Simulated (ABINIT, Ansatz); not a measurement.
# KI (Fm-3m): one start, several treatments of the self-energy

Wanted: the gap of KI (Fm-3m) under several approximations, with cost.

Main program and level: ABINIT 10.8.3; PBE and many-body steps on it, plane waves.

### Step 1. Starting point

It takes space group Fm-3m (No. 225, cubic). Conventional cell: a = 7.066 Å, b = 7.066 Å, c = 7.066 Å, α = 90.00°, β = 90.00°, γ = 90.00°. Nearest to K lie 6 I at 3.53 Å. Nearest to I lie 6 K at 3.53 Å. Farther neighbours and most contacts between anions are not listed.

The cell and positions come from the Crystallography Open Database and are kept as given unless a step says otherwise. Spin-orbit coupling is left out unless a step names it.

### Step 2. Empty states on the mesh, 4×4×4 mesh, 683 bands

This step: ABINIT 10.8.3; DFT, PBE, plane waves, norm-conserving pseudopotentials.

The sums over transitions need many empty states on a uniform mesh; this step solves for them.

run.abi

```
acell 3*1.0 Angstrom
rprim 
  0.000000000000 3.532775000000 3.532775000000
  3.532775000000 0.000000000000 3.532775000000
  3.532775000000 3.532775000000 -0.000000000000
ntypat 2
znucl 19 53
natom 2
typat 1 2
xred 
  0.000000000000 0.000000000000 0.000000000000
  0.500000000000 0.500000000000 0.500000000000
pp_dirpath "pseudos"
pseudos "K.upf, I.upf"
ecut 33
ngkpt 4 4 4
nshiftk 1
shiftk 0 0 0
kptopt 1
chksymbreak 0
iscf -2
irdden 1
istwfk *1
nband 683
nbdbuf 62
tolwfr 1e-09
nstep 60
prtvol 0
indata_prefix "in"
outdata_prefix "out"
tmpdata_prefix "tmp"
```

Started as:

```console
$ OMP_NUM_THREADS=1 mpirun -n 4 abinit run.abi > log
```

Numbers of over 12 decimals in the logs are rounded to 6 here.

The program printed:

```text
.Version 10.8.3 of ABINIT. v10.8.2 released Aug 2026.

 Symmetries : space group Fm -3 m (#225); Bravais cF (face-center cubic)
[... echo of the input left out ...]
== DATASET  1 ==================================================================
-   mpi_nproc: 4, omp_nthreads: 1 (-1 if OMP is not activated)

--- !DatasetInfo
iteration_state: {dtset: 1, }
dimensions: {natom: 2, nkpt: 8, mband: 683, nsppol: 1, nspinor: 1, nspden: 1, mpw: 5434, }
cutoff_energies: {ecut:  33.0, pawecutdg:  -1.0, }
[...]
7.97462    8.01252    8.01253    8.01258    8.01403    8.02120    8.02126    8.02137
   8.02168    8.02173    8.02198    8.03044    8.04545    8.11638    8.12046    8.12246
   8.12703    8.13033    8.13379
 prteigrs : prtvol=0 or 1, do not print more k-points.

== END DATASET(S) ==============================================================
================================================================================

 -outvars: echo values of variables after computation  --------
            nband         683
             nkpt           8
          spgroup         225
 [... the other variables as echoed above ...]

 Calculation completed.
```

Run time: 14 min. Hardware: 4 MPI ranks of Arm Neoverse V1, shared host; peak memory 0.82 GiB.

This step gave:

```
gap                                                           : 3.962 eV
k of the valence top                                          : 0, 0, 0
k of the conduction bottom                                    : 0, 0, 0
least direct gap                                              : 3.962 eV
k points computed                                             : 8
lowest point of the top converged band, above the valence top : 203.4941 eV
```

On this mesh the gap is 3.962 eV.

The density comes from a self-consistent run that is not shown.

### Step 3. Screening, 4×4×4 mesh, 258 bands, screening to 247.6 eV

The RPA dielectric matrix is built and inverted for each q.

This step: RPA screening on PBE, plane waves, norm-conserving pseudopotentials.

Edit run.abi of step 2 so:

```diff
@@ -20,10 +20,11 @@
 chksymbreak 0
-iscf -2
-irdden 1
 istwfk *1
-nband 683
-nbdbuf 62
-tolwfr 1e-09
-nstep 60
-prtvol 0
+occopt 1
+irdwfk 1
+optdriver 3
+nband 258
+ecuteps 9.1
+inclvkb 2
+awtr 1
+symchi 1
 indata_prefix "in"
```

The program printed:

```text
.Version 10.8.3 of ABINIT. v10.8.2 released Aug 2026.

 Symmetries : space group Fm -3 m (#225); Bravais cF (face-center cubic)
[... echo of the input left out ...]
== DATASET  1 ==================================================================
-   mpi_nproc: 4, omp_nthreads: 1 (-1 if OMP is not activated)

--- !DatasetInfo
iteration_state: {dtset: 1, }
dimensions: {natom: 2, nkpt: 8, mband: 258, nsppol: 1, nspinor: 1, nspden: 1, mpw: 5434, }
cutoff_energies: {ecut:  33.0, pawecutdg:  -1.0, }
electrons: {nelect:   1.60000000E+01, charge:   0.00000000E+00, occopt:   1.00000000E+00, tsmear:   1.00000000E-02, }

 SCREENING: Calculation of the susceptibility and dielectric matrices

 Based on a program developped by R.W. Godby, V. Olevano, G. Onida, and L. Reining.
 Incorporated in ABINIT by V. Olevano, G.-M. Rignanese, and M. Torrent.
.Using double precision arithmetic ; gwpc =  8

[... cell and pseudopotentials left out ...]
--------------------------------------------------------------------------------

 ==== K-mesh for the wavefunctions ====
 Number of points in the irreducible wedge :     8
[... list of points left out ...]
 Together with 48 symmetry operations and time-reversal symmetry
 yields    64 points in the full Brillouin Zone.

 ==== Q-mesh for the screening function ====
 Number of points in the irreducible wedge :     8
[... list of points left out ...]
 Together with 48 symmetry operations and time-reversal symmetry
 yields    64 points in the full Brillouin Zone.

 setmesh: FFT mesh size selected  =    40x   40x   40
          total number of points  =        64000

 vcoul_init : cutoff-mode = AUXILIARY_FUNCTION
 q-points for optical limit:   1
     1)      0.000010    0.000020    0.000030

- screening: taking advantage of time-reversal symmetry
- Maximum band index for partially occupied states nbvw = 8
- Remaining bands to be divided among processors   nbcw = 250
- Number of bands treated by each node ~62

 Number of electrons calculated from density =   16.0000; Expected =   16.0000
 average of density, n =  0.026887
 r_s =    2.0707
 omega_plasma =   15.8172 [eV]

 calculating chi0 at frequencies [eV] :
  1    0.000000E+00    0.000000E+00
  2    0.000000E+00    1.581715E+01

--------------------------------------------------------------------------------
  q-point number  1        q = ( 0.000000, 0.000000, 0.000000) [r.l.u.]
--------------------------------------------------------------------------------
[... chi0 elements left out ...]
 For q-point:  0.000010 0.000020 0.000030
  dielectric constant =   2.6561
  dielectric constant without local fields =   3.2760

  Average fulfillment of the sum rule on Im[epsilon] for q-point    1 :     88.65  [%]
[... wings left out ...]
  q-point number  2        q = ( 0.250000, 0.000000, 0.000000) [r.l.u.]
--------------------------------------------------------------------------------
[... chi0 elements left out ...]
  Average fulfillment of the sum rule on Im[epsilon] for q-point    2 :     93.50  [%]

 [... 6 further q-points ...]
```

Wall time 4.2 min (4 MPI ranks); peak memory 2.9 GiB.

Numbers from this step:

| Property | Result |
| --- | --- |
| ε∞ with local fields, on this mesh, along the program's q direction | 2.656 |
| the same without local fields | 3.276 |
| plasma frequency | 15.82 eV |
| plane waves in the screening matrix | 749 |

Local fields lower ε∞ by 19 %.

### Step 4. G0W0, Godby-Needs plasmon pole

The self-energy is evaluated for the states that the input lists, and the levels follow from it, in one-shot runs by the linearised quasiparticle equation.

This step: G0W0 on PBE, plane waves, norm-conserving pseudopotentials.

Edit run.abi of step 3 so:

```diff
@@ -23,8 +23,15 @@
 irdwfk 1
-optdriver 3
+optdriver 4
 nband 258
+gwcalctyp 0
+ecutsigx 33
+symsigma 1
+nkptgw 1
+kptgw 
+  0.0000000000 0.0000000000 0.0000000000
+bdgw 
+  6 12
 ecuteps 9.1
-inclvkb 2
-awtr 1
-symchi 1
+irdscr 1
+ppmodel 1
 indata_prefix "in"
```

The program printed:

```text
.Version 10.8.3 of ABINIT. v10.8.2 released Aug 2026.

 Symmetries : space group Fm -3 m (#225); Bravais cF (face-center cubic)
[... echo of the input left out ...]
== DATASET  1 ==================================================================
-   mpi_nproc: 4, omp_nthreads: 1 (-1 if OMP is not activated)

--- !DatasetInfo
iteration_state: {dtset: 1, }
dimensions: {natom: 2, nkpt: 8, mband: 258, nsppol: 1, nspinor: 1, nspden: 1, mpw: 5434, }
cutoff_energies: {ecut:  33.0, pawecutdg:  -1.0, }
electrons: {nelect:   1.60000000E+01, charge:   0.00000000E+00, occopt:   1.00000000E+00, tsmear:   1.00000000E-02, }

 SIGMA: Calculation of the GW corrections

 Based on a program developped by R.W. Godby, V. Olevano, G. Onida, and L. Reining.
 Incorporated in ABINIT by V. Olevano, G.-M. Rignanese, and M. Torrent.
.Using double precision arithmetic ; gwpc =  8

[... cell and pseudopotentials left out ...]
--------------------------------------------------------------------------------

 ==== K-mesh for the wavefunctions ====
 Number of points in the irreducible wedge :     8
[... list of points left out ...]
 Together with 48 symmetry operations and time-reversal symmetry
 yields    64 points in the full Brillouin Zone.

 ==== Q-mesh for screening function ====
 Number of points in the irreducible wedge :     8
[... list of points left out ...]
 Together with 48 symmetry operations and time-reversal symmetry
 yields    64 points in the full Brillouin Zone.

 vcoul_init : cutoff-mode = AUXILIARY_FUNCTION
 q-points for optical limit:   1
     1)      0.000010    0.000020    0.000030
 setmesh: FFT mesh size selected  =    50x   50x   50
          total number of points  =       125000

 Number of electrons calculated from density =   16.0000; Expected =   16.0000
 average of density, n =  0.026887
 r_s =    2.0707
 omega_plasma =   15.8172 [eV]

 === KS Band Gaps ===
  >>>> For spin  1
   Minimum direct gap =   3.9625 [eV], located at k-point      :   0.0000  0.0000  0.0000
   Fundamental gap    =   3.9625 [eV], Top of valence bands at :   0.0000  0.0000  0.0000
                                       Bottom of conduction at :   0.0000  0.0000  0.0000
 SIGMA fundamental parameters:
 PLASMON POLE MODEL  1
 number of plane-waves for SigmaX                 5329
 number of plane-waves for SigmaC and W            749
 number of plane-waves for wavefunctions          5329
 number of bands                                   258
 number of independent spin polarizations            1
 number of spinorial components                      1
 number of k-points in IBZ                           8
 number of q-points in IBZ                           8
 number of symmetry operations                      48
 number of k-points in BZ                           64
 number of q-points in BZ                           64
 number of frequencies for dSigma/dE                 9
 frequency step for dSigma/dE [eV]                0.25
 number of omega for Sigma on real axis              0
 max omega for Sigma on real axis  [eV]           0.00
 zcut for avoiding poles [eV]                     0.10

 EPSILON^-1 parameters (SCR file):
 dimension of the eps^-1 matrix on file            749
 dimension of the eps^-1 matrix used               749
 number of plane-waves for wavefunctions          5329
 number of bands                                   258
 number of q-points in IBZ                           8
 number of frequencies                               2
 number of real frequencies                          1
 number of imag frequencies                          1

 matrix elements of self-energy operator (all in [eV])

 Perturbative Calculation

--- !SelfEnergy_ee
iteration_state: {dtset: 1, }
kpoint     : [   0.000,    0.000,    0.000, ]
spin       : 1
KS_gap     :    3.962
QP_gap     :    6.067
Delta_QP_KS:    2.104
data: !SigmaeeData |
     Band     E0 <VxcDFT>   SigX SigC(E0)      Z dSigC/dE  Sig(E)    E-E0       E
        6   0.119 -11.176 -14.233   1.068   0.808  -0.237 -12.783  -1.608  -1.489
        7   0.119 -11.176 -14.233   1.068   0.808  -0.237 -12.783  -1.608  -1.489
        8   0.119 -11.176 -14.233   1.068   0.808  -0.237 -12.783  -1.608  -1.489
        9   4.081  -6.410  -2.934  -2.892   0.850  -0.176  -5.913   0.497   4.578
       10   6.624  -7.766  -3.475  -3.062   0.843  -0.187  -6.731   1.035   7.659
       11   6.624  -7.766  -3.475  -3.062   0.843  -0.187  -6.731   1.035   7.659
       12   6.624  -7.766  -3.475  -3.062   0.843  -0.187  -6.731   1.035   7.659

== END DATASET(S) ==============================================================
================================================================================

 -outvars: echo values of variables after computation  --------
           etotal      0.0000000000E+00
            nband         258
             nkpt           8
          spgroup         225
 [... the other variables as echoed above ...]

 Calculation completed.
```

Elapsed: 98 s, on 4 MPI ranks; peak memory 3.8 GiB; 6.6 min of CPU time.

This step gave:

| Property | Result |
| --- | --- |
| G0W0 gap on the points computed | 6.067 eV |
| starting gap on the mesh | 3.962 eV |
| k of the valence top | 0, 0, 0 |
| k of the conduction bottom | 0, 0, 0 |
| Z at the valence top | 0.808 |
| Z at the conduction bottom | 0.85 |
| least direct G0W0 gap on the computed points | 6.067 eV |

The gap on the mesh goes from 3.96 eV to 6.07 eV, a correction of +2.10 eV.

### Step 5. G0W0, von der Linden-Horsch plasmon pole

Edit run.abi of step 4 so:

```diff
@@ -35,3 +35,3 @@
 irdscr 1
-ppmodel 1
+ppmodel 3
 indata_prefix "in"
```

The program printed:

```text
.Version 10.8.3 of ABINIT. v10.8.2 released Aug 2026.

 Symmetries : space group Fm -3 m (#225); Bravais cF (face-center cubic)
[... echo of the input left out ...]
== DATASET  1 ==================================================================
-   mpi_nproc: 4, omp_nthreads: 1 (-1 if OMP is not activated)

--- !DatasetInfo
iteration_state: {dtset: 1, }
dimensions: {natom: 2, nkpt: 8, mband: 258, nsppol: 1, nspinor: 1, nspden: 1, mpw: 5434, }
cutoff_energies: {ecut:  33.0, pawecutdg:  -1.0, }
electrons: {nelect:   1.60000000E+01, charge:   0.00000000E+00, occopt:   1.00000000E+00, tsmear:   1.00000000E-02, }

 SIGMA: Calculation of the GW corrections

 Based on a program developped by R.W. Godby, V. Olevano, G. Onida, and L. Reining.
 Incorporated in ABINIT by V. Olevano, G.-M. Rignanese, and M. Torrent.
.Using double precision arithmetic ; gwpc =  8

[... cell and pseudopotentials left out ...]
--------------------------------------------------------------------------------

 ==== K-mesh for the wavefunctions ====
 Number of points in the irreducible wedge :     8
[... list of points left out ...]
 Together with 48 symmetry operations and time-reversal symmetry
 yields    64 points in the full Brillouin Zone.

 ==== Q-mesh for screening function ====
 Number of points in the irreducible wedge :     8
[... list of points left out ...]
 Together with 48 symmetry operations and time-reversal symmetry
 yields    64 points in the full Brillouin Zone.

 vcoul_init : cutoff-mode = AUXILIARY_FUNCTION
 q-points for optical limit:   1
     1)      0.000010    0.000020    0.000030
 setmesh: FFT mesh size selected  =    50x   50x   50
          total number of points  =       125000

 Number of electrons calculated from density =   16.0000; Expected =   16.0000
[...]
number of q-points in BZ                           64
 number of frequencies for dSigma/dE                 9
 frequency step for dSigma/dE [eV]                0.25
 number of omega for Sigma on real axis              0
 max omega for Sigma on real axis  [eV]           0.00
 zcut for avoiding poles [eV]                     0.10

 EPSILON^-1 parameters (SCR file):
 dimension of the eps^-1 matrix on file            749
 dimension of the eps^-1 matrix used               749
 number of plane-waves for wavefunctions          5329
 number of bands                                   258
 number of q-points in IBZ                           8
 number of frequencies                               2
 number of real frequencies                          1
 number of imag frequencies                          1

 matrix elements of self-energy operator (all in [eV])

 Perturbative Calculation

--- !SelfEnergy_ee
iteration_state: {dtset: 1, }
kpoint     : [   0.000,    0.000,    0.000, ]
spin       : 1
KS_gap     :    3.962
QP_gap     :    6.247
Delta_QP_KS:    2.284
data: !SigmaeeData |
     Band     E0 <VxcDFT>   SigX SigC(E0)      Z dSigC/dE  Sig(E)    E-E0       E
        6   0.119 -11.176 -14.233   0.644   0.866  -0.155 -13.265  -2.089  -1.970
        7   0.119 -11.176 -14.233   0.644   0.866  -0.155 -13.265  -2.089  -1.970
        8   0.119 -11.176 -14.233   0.644   0.866  -0.155 -13.265  -2.089  -1.970
        9   4.081  -6.410  -2.934  -3.258   0.896  -0.116  -6.214   0.195   4.276
       10   6.624  -7.766  -3.475  -3.402   0.892  -0.121  -6.973   0.793   7.417
       11   6.624  -7.766  -3.475  -3.402   0.892  -0.121  -6.973   0.793   7.417
       12   6.624  -7.766  -3.475  -3.402   0.892  -0.121  -6.973   0.793   7.417

== END DATASET(S) ==============================================================
================================================================================

 -outvars: echo values of variables after computation  --------
           etotal      0.0000000000E+00
            nband         258
             nkpt           8
          spgroup         225
 [... the other variables as echoed above ...]

 Calculation completed.
```

Wall time 55 s (4 MPI ranks); peak memory 3.3 GiB.

This step gave:

```yaml
g0w0_gap_on_the_points_computed: 6.246 eV
starting_gap_on_the_mesh: 3.962 eV
k_of_the_valence_top: 0, 0, 0
k_of_the_conduction_bottom: 0, 0, 0
z_at_the_valence_top: 0.866
z_at_the_conduction_bottom: 0.896
least_direct_g0w0_gap_on_the_computed_points: 6.246 eV
```

Against G0W0 in ABINIT (4×4×4 mesh, 258 bands, screening to 247.6 eV, Godby-Needs plasmon pole), the gap moves by +0.179 eV.

### Step 6. G0W0, Engel-Farid plasmon pole

Edit run.abi of step 5 so:

```diff
@@ -35,3 +35,3 @@
 irdscr 1
-ppmodel 3
+ppmodel 4
 indata_prefix "in"
```

The program printed:

```text
.Version 10.8.3 of ABINIT. v10.8.2 released Aug 2026.

 Symmetries : space group Fm -3 m (#225); Bravais cF (face-center cubic)
[... echo of the input left out ...]
== DATASET  1 ==================================================================
-   mpi_nproc: 4, omp_nthreads: 1 (-1 if OMP is not activated)

--- !DatasetInfo
iteration_state: {dtset: 1, }
dimensions: {natom: 2, nkpt: 8, mband: 258, nsppol: 1, nspinor: 1, nspden: 1, mpw: 5434, }
cutoff_energies: {ecut:  33.0, pawecutdg:  -1.0, }
[...]
10   6.624  -7.766  -3.475  -3.160   0.847  -0.180  -6.808   0.958   7.582
       11   6.624  -7.766  -3.475  -3.160   0.847  -0.180  -6.808   0.958   7.582
       12   6.624  -7.766  -3.475  -3.160   0.847  -0.180  -6.808   0.958   7.582

== END DATASET(S) ==============================================================
================================================================================

 -outvars: echo values of variables after computation  --------
           etotal      0.0000000000E+00
            nband         258
             nkpt           8
          spgroup         225
 [... the other variables as echoed above ...]

 Calculation completed.
```

Elapsed: 53 s, on 4 MPI ranks; peak memory 3.2 GiB.

This step gave:

| Item | Value |
| --- | --- |
| G0W0 gap on the points computed | 6.119 eV |
| starting gap on the mesh | 3.962 eV |
| k of the valence top | 0, 0, 0 |
| k of the conduction bottom | 0, 0, 0 |
| least direct G0W0 gap on the computed points | 6.119 eV |

Against G0W0 in ABINIT (4×4×4 mesh, 258 bands, screening to 247.6 eV, Godby-Needs plasmon pole), the gap moves by +0.052 eV.

### Step 7. One-shot Hartree-Fock

This step: one-shot Hartree-Fock on PBE, plane waves, norm-conserving pseudopotentials.

Edit run.abi of step 6 so:

```diff
@@ -24,4 +24,4 @@
 optdriver 4
-nband 258
-gwcalctyp 0
+nband 12
+gwcalctyp 5
 ecutsigx 33
@@ -33,5 +33,4 @@
   6 12
-ecuteps 9.1
-irdscr 1
-ppmodel 4
+ixc_sigma 40
+fftgw 31
 indata_prefix "in"
```

The program printed:

```text
.Version 10.8.3 of ABINIT. v10.8.2 released Aug 2026.

 Symmetries : space group Fm -3 m (#225); Bravais cF (face-center cubic)
[... echo of the input left out ...]
== DATASET  1 ==================================================================
-   mpi_nproc: 4, omp_nthreads: 1 (-1 if OMP is not activated)

--- !DatasetInfo
iteration_state: {dtset: 1, }
dimensions: {natom: 2, nkpt: 8, mband: 12, nsppol: 1, nspinor: 1, nspden: 1, mpw: 5434, }
cutoff_energies: {ecut:  33.0, pawecutdg:  -1.0, }
[...]
10   6.624  -7.766  -3.475   0.000   1.000   0.000  -3.475   4.290  10.914
       11   6.624  -7.766  -3.475   0.000   1.000   0.000  -3.475   4.290  10.914
       12   6.624  -7.766  -3.475   0.000   1.000   0.000  -3.475   4.290  10.914

== END DATASET(S) ==============================================================
================================================================================

 -outvars: echo values of variables after computation  --------
           etotal      0.0000000000E+00
            nband          12
             nkpt           8
          spgroup         225
 [... the other variables as echoed above ...]

 Calculation completed.
```

Wall time 3 s (4 MPI ranks); peak memory 0.21 GiB.

This step gave:

```yaml
quasiparticle_gap_on_the_points_computed: 10.50 eV
starting_gap_on_the_mesh: 3.962 eV
k_of_the_valence_top: 0, 0, 0
k_of_the_conduction_bottom: 0, 0, 0
least_direct_quasiparticle_gap_on_the_computed_points: 10.50 eV
```

Against G0W0 in ABINIT (4×4×4 mesh, 258 bands, screening to 247.6 eV, Godby-Needs plasmon pole), the gap moves by +4.429 eV.

(Continued in part 2 of 2.)

[Paths, hosts, dates, memory and timing lines, banners, echoed tables and standing remarks are left out of the program output.]

[Logs are printed without paths, hosts, clocks, repeated set-up lines and the standing remarks that a program may print on its own settings, such as how far it seeks lower states.]

[Runs of the session that timed out or met a known fault of the program may be left out.]

[Hosts, paths, dates, database ids (printed as entryN), source tags and the programs' standing remarks are cut or masked in the printed files.]

[G0W0 gaps are taken among the corrected bands and points alone; a level outside them can change the order at an edge.]

[Where Ansatz stands beside ABINIT at settings called matched, ABINIT's density can come from a denser mesh and the files from another edition; pairs whose starting gaps differed by over 0.03 eV were left out, so agreement reads better than it is.]
